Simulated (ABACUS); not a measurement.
# SrO: single point with PBE

The system is SrO.

```
Sr O
1.0
     0.00000    2.56630    2.56630
     2.56630    0.00000    2.56630
     2.56630    2.56630    0.00000
Sr O
1 1
Direct
  0.49804 0.49679 0.50611
  0.02237 0.99792 0.99510
```

The cell isn't the ideal one: atoms moved at random, drawn with an rms of 0.05 Å.

```json
{"Program": "ABACUS 3.10.1", "Task": "single point", "Functional": "PBE", "Potentials or basis": "PseudoDojo NC SR 0.4.1 PBE standard", "Cutoff": "1143 eV", "Density cutoff": "4572 eV", "Basis": "plane waves", "k mesh": "9 × 9 × 9", "Occupations": "fermi-dirac, width 0.05 eV", "Spin": "no spin polarisation", "Radial cutoff of the potentials (pseudo_rcut)": "10 bohr", "SCF threshold on the density": "1e-08", "Max SCF steps": "100", "Eigensolver": "dav", "Mixing": "broyden", "Mixing share": "0.7", "Symmetry key": "1", "Bands": "12"}
```

* Pressure: 3.3 GPa
* Largest force: 0.175 eV/Å
* Band gap on the k mesh: 3.41 eV, indirect (least direct gap 3.48 eV)

Forces in eV/Å, atoms in the order of the input:
```
Sr  -0.056  0.075  0.148
O    0.056 -0.075 -0.148
```

Stress tensor (GPa, compression positive):
```
 3.10  0.01  0.03
 0.01  3.16 -0.03
 0.03 -0.03  3.51
```

Levels at points of the mesh, in eV from the valence-band top:
```
           k point  band 6  band 7  band 8  band 9  band 10  band 11
(0.00, 0.00, 0.00)    0.00    0.00    0.00    4.07     6.30     6.32
```

Wall time 55 s on 4 MPI ranks on Intel(R) Xeon(R) 6975P-C (Granite Rapids) (shared host), peak memory 0.56 GiB a rank.

Caveat: an odd mesh through Γ misses points on the zone boundary, where band edges often lie.
